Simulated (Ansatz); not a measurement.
# Sn (P-1) in Ansatz: single point with PBE

Aim: the single point of Sn with PBE.

Everything below comes from runs of Ansatz 0.2.0. Logs are shortened: lines on timing, memory, paths and dates and some standing lists are left out, and cuts for length are marked.

## Step 1: The cell of the first run

The typed cell holds 1 atom: a = 3.280 Å, b = 3.314 Å, c = 3.298 Å, α = 110.27°, β = 109.18°, γ = 109.33°.

This isn't the form of Sn at room conditions, which is tetragonal (white tin).

## Step 2: Single point, PBE (strained by +1 %; cell sheared at random, sigma 0.01, atoms nudged by 0.01 Å)

File input.yaml:

```yaml
crystal:
  lattice:
    - [-1.89113827, 1.89779276, 1.8919322121]
    - [1.8971113, -1.92153722, 1.9219468871]
    - [1.88324499, 1.91364394, -1.9159141167]
  atoms:
    - { symbol: Sn, position: [0.0, 0.0, 0.0] }
hamiltonian:
  xc: pbe
  pseudopotentials: { kind: paw }
kpoints:
  mp_grid: { grid: [10, 10, 10] }
scf:
  occupations: { method: fermi_dirac, width: 0.05 }
output:
  forces: true
  stress: true
  eigenvalues: true
  write_density: true
  write_potential: true
  elf: true
  volumetric_format: npy
```

Potentials or basis: Ansatz PAW.

Started as:

```bash
ansatz run input.yaml --threads 2 --pin off --max-ram 5632MiB --backend cpu --events-out ev --progress --plain --runs-dir out
```

The program printed:

```text
Warning: RAYON_NUM_THREADS=2 ignored (pool sized by the plan → 2); use --threads N
Engine: ansatz 0.2.0, x86_64-unknown-linux-gnu
Pseudopotentials: kind: paw
Pseudopotential: Sn, paw, valence charge 14, recommended cutoff 420 eV (normal), Sn.paw.azcp
Functional definition: PBE
  parameter kappa = 0.804
  parameter beta = 0.06672455060314922
  exchange = pbe_x(kappa = kappa, mu = beta*pi^2/3)
  correlation = pbe_c(beta = beta)
Crystal: 1 atoms, lattice volume = 27.475 Å³
Basis set: ecut = 420 eV, 551 PW (Γ), exchange–correlation on 48×48×48 points (8 copies of the dense FFT grid, shifted against one another)
Bands: 11, of which v1, the nominal top of the filled ones, is band 7 counted from 1 (6 counted from 0)
Symmetry: 2 space group operations
Space group: P-1 (ITA 2), of the structure as read, at distance tolerance 3.0e-5 Å
k-points: 504 of 1000
Non-local potential: Sn, projectors of the file, l = 0: 2, l = 1: 2, l = 2: 2, l = 3: 2
PAW form: soft (Blöchl's): semilocal exchange-correlation on the pseudo side does not see the compensation charge
PAW one-centre angular grid: Sn, 590 points (default); XC on 64 Gauss nodes
Initial density: superposition of atomic densities (neutral atoms: chi_scale 0, normalization atom), corrected by the library's trained network
Initial wavefunctions: pseudopotential atomic-orbital guess
Functional: x = pbe(κ = 0.804, μ = 0.2195149727645171), c = pbe(β = 0.06672455060314922)
SCF iter   1: F=—  HF=-6024.129728 eV  |F-HF|=—  |Δ(HF+E_count)|=         —  Δρ=4.97e-4  dr2=2.37e-5  ethr=1.77e-3  ⟨swp⟩=5.8  Hψ=32653  notcnv=0
preconditioner: auto → Kerker (q_TF=auto, 2.438 Å⁻¹)  [metal: Δε(μ)=0.005 eV  Ē_g=23.172 eV  σ=0.050 eV  W_gap=0.02  n_scr=12 (ndim 8)  ℏωp=26.5 eV  f_vac=0.000  D(μ)=0.94/eV (n_scr^D=12)]
SCF iter   2: F=—  HF=-6024.129106 eV  |F-HF|=—  |Δ(HF+E_count)|=   6.22e-4  Δρ=3.22e-4  dr2=1.83e-5  ethr=1.69e-7  ⟨swp⟩=2.9  Hψ=13800  notcnv=0
SCF iter   3: F=—  HF=-6024.129121 eV  |F-HF|=—  |Δ(HF+E_count)|=   1.47e-5  Δρ=1.83e-4  dr2=6.13e-6  ethr=1.31e-7  ⟨swp⟩=2.1  Hψ=8555  notcnv=0
SCF iter   4: F=—  HF=-6024.129127 eV  |F-HF|=—  |Δ(HF+E_count)|=   5.98e-6  Δρ=2.66e-5  dr2=1.02e-7  ethr=4.38e-8  ⟨swp⟩=3.0  Hψ=8846  notcnv=0
iter 5 did not close the SCF: its close was put off for the readings that it lacked (scf_convergence_deferred on its scf_iter line)
SCF iter   5: F=-6024.129127 eV  HF=-6024.129127 eV  |F-HF|=9.90e-10  |Δ(HF+E_count)|=   1.66e-8  Δρ=6.45e-6  dr2=6.43e-9  ethr=7.28e-10  ⟨swp⟩=2.0  Hψ=9016  notcnv=0
SCF iter   6: F=-6024.129127 eV  HF=-6024.129127 eV  |F-HF|=4.82e-11  |Δ(HF+E_count)|=   2.91e-9  Δρ=8.78e-7  dr2=1.68e-10  ethr=4.59e-11  ⟨swp⟩=5.5  Hψ=29094  notcnv=0
SCF 1 converged in 6 iterations: F = -6024.129127 eV  dr2 = 1.68e-10
SCF converged after 6 iterations
Free energy (F): -6024.129127 eV
Harris-Foulkes:  -6024.129127 eV  (|F-HF|=4.82e-11)
Internal energy: -6024.121608 eV  (E = F + TS)
E sigma→0 (E₀):  -6024.125368 eV
Entropy (-TS):   -0.007519 eV (-7.519 meV/atom)
Fermi energy:    10.667628 eV
--- Per-component energies (eV) ---
  E_band       = -83.073127
  E_kinetic    = 185.817793
  E_local      = -830.512650  (includes V_loc(G=0)·N_el)
  E_nonlocal   = -32.686305
  E_hartree    = 521.725475
  E_xc         = -382.782881
  E_vxc        = -96.179526  (∫ρ·V_xc dr)
  E_paw        = -4134.887963  (= ΣΔE_a)
  E_vpaw       = -352.963141  (= ΣTr[D̂ρ^β])
  E_aug_tail   = -0.000000  (compensation charges beyond the density's cutoff)
  E_ewald      = -1350.795076
  E_smearing   = -0.007519  (= −TS)
  E_closure    = 0.000000  (closes the sum)
  Σ components = -6024.129127   (vs F -6024.129127, Δ=0.00e0)
--- Forces (eV/Å), atoms counted from 1 ---
  atom   1  Sn     0.00000000     0.00000000     0.00000000
  max |Σ_I F_I| component: 0.00e0 eV/Å
--- Stress (GPa, compression-positive) ---
       -0.263107      -0.076709       0.085731
       -0.076709       0.408862      -0.145422
        0.085731      -0.145422       0.442399
  P = ⅓ Tr σ = 0.1961 GPa (1.961 kbar)
--- Band table (eV; the first three rows and the last of 504) ---
  k-point 0: bands = ["-10.8691", "-10.8648", "-10.8555", "-10.7319", "-10.7269", "-0.3072", "18.4205", "18.6156", "18.6698", "22.6861", "22.8084"]
  k-point 1: bands = ["-10.8682", "-10.8546", "-10.8442", "-10.7342", "-10.7300", "-0.0894", "16.9321", "17.7350", "18.2855", "21.1469", "21.5104"]
  k-point 2: bands = ["-10.8776", "-10.8425", "-10.7911", "-10.7431", "-10.7325", "0.5647", "13.8282", "16.3800", "17.5550", "19.9086", "20.3607"]
  k-point 503: bands = ["-10.8834", "-10.8801", "-10.6749", "-10.6657", "-10.6640", "8.1694", "10.1267", "10.2397", "10.3484", "14.5004", "14.5781"]
```

Run time: 12 s. Hardware: 2 threads of Intel Xeon at 2.50GHz (Skylake/Cascade Lake), shared host; peak memory 0.46 GiB.

What came out:

```
Free energy            : -6024.1291 eV
Pressure               : 0.2 GPa
Band gap on the k mesh : none (metal or under the smearing width)
```

Stress tensor (GPa, compression positive):
```
-0.26 -0.08  0.09
-0.08  0.41 -0.15
 0.09 -0.15  0.44
```

Levels at points of the mesh, in eV from the Fermi level:
```
              k point  band 3  band 4  band 5  band 6  band 7  band 8  band 9  band 10  band 11
   (0.00, 0.00, 0.00)  -21.52  -21.40  -21.39  -10.97    7.75    7.95    8.00    12.02    12.14
  (0.00, 0.00, -0.50)  -21.40  -21.40  -21.31   -6.31   -4.32    3.53    5.39     7.78     8.24
  (0.00, -0.50, 0.00)  -21.40  -21.40  -21.32   -6.37   -4.33    3.60    5.41     7.89     8.23
 (0.00, -0.50, -0.50)  -21.41  -21.40  -21.32   -6.50   -4.37    3.77    5.58     8.10     8.37
  (-0.50, 0.00, 0.00)  -21.41  -21.41  -21.31   -6.31   -4.32    3.58    5.50     7.90     8.30
 (-0.50, 0.00, -0.50)  -21.40  -21.40  -21.31   -6.33   -4.32    3.54    5.40     7.79     8.26
 (-0.50, -0.50, 0.00)  -21.40  -21.40  -21.32   -6.38   -4.33    3.60    5.41     7.88     8.23
(-0.50, -0.50, -0.50)  -21.34  -21.33  -21.33   -2.50   -0.54   -0.43   -0.32     3.83     3.91
```
